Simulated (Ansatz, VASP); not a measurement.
**SiC in VASP and in Ansatz**

INCAR

```
SYSTEM = SiC
  PREC = Accurate
  ENCUT = 520
  EDIFF = 1E-6
  ISMEAR = 0
  SIGMA = 0.05
  LREAL = .FALSE.
  LASPH = .TRUE.
  NELM = 100
  ALGO = Normal
  ISIF = 2
  LWAVE = .FALSE.
  LCHARG = .FALSE.
  GGA = PE
  NBANDS = 16
```

KPOINTS

```
regular mesh
0
G
  6 6 4
  0 0 0
```

POSCAR

```
SiC
1.0
    3.0759982064      0.0000000000      0.0000000000
   -1.5379991032      2.6638925888      0.0000000000
    0.0000000000      0.0000000000      5.0480000000
Si C
2 2
Direct
    0.4058532112      0.7197549018     -0.0396196513
    0.6666666667      0.3333333333      0.5000000000
    0.3333333333      0.6666666667      0.3850000000
    0.6666666667      0.3333333333      0.8850000000
```

Input for Ansatz:

```yaml
crystal:
  lattice:
    - [3.0759982064, 0.0, 0.0]
    - [-1.5379991032, 2.6638925888, 0.0]
    - [0.0, 0.0, 5.048]
  atoms:
    - { symbol: Si, position: [0.4058532112, 0.7197549018, -0.0396196513] }
    - { symbol: Si, position: [0.6666666667, 0.3333333333, 0.5] }
    - { symbol: C, position: [0.3333333333, 0.6666666667, 0.385] }
    - { symbol: C, position: [0.6666666667, 0.3333333333, 0.885] }
basis:
  ecutwfc: 420
kpoints:
  mp_grid: { grid: [6, 6, 4] }
hamiltonian:
  xc: pbe
scf:
  occupations: { method: gaussian, width: 0.05 }
output:
  forces: true
  stress: true
  eigenvalues: true
```

Alike in both runs: task single point; functional PBE; k mesh 6 × 6 × 4; occupations gaussian, width 0.05 eV; no spin polarisation.

|  | VASP | Ansatz |
| --- | --- | --- |
| version | VASP 6.6.1 | Ansatz 0.2.0 |
| potentials or method | VASP PAW PBE potentials, release 64 (Si, C) | scalar-relativistic, plane waves, PAW |
| plane-wave cutoff (eV) | 520 | 420 |
| valence electrons in the cell | 16 | 16 |

```csv
,VASP,Ansatz,Ansatz less VASP
gap on the k mesh at the Fermi level (eV),1.63,1.63,0.000
least direct gap on the mesh (eV),3.69,3.68,-0.006
pressure (GPa),9.4,9.5,+0.09
largest component of the traceless stress (GPa),14.27,14.30,+0.031
rms of the force components (eV/Å),2.401,2.402,+0.0009
```

Atom by atom the forces differ by 0.003 eV/Å (rms over components).

Caveats: forces of over 1 eV/Å show positions far from the minimum, so gaps and moduli don't describe the material at rest. A k mesh can miss the band edges.
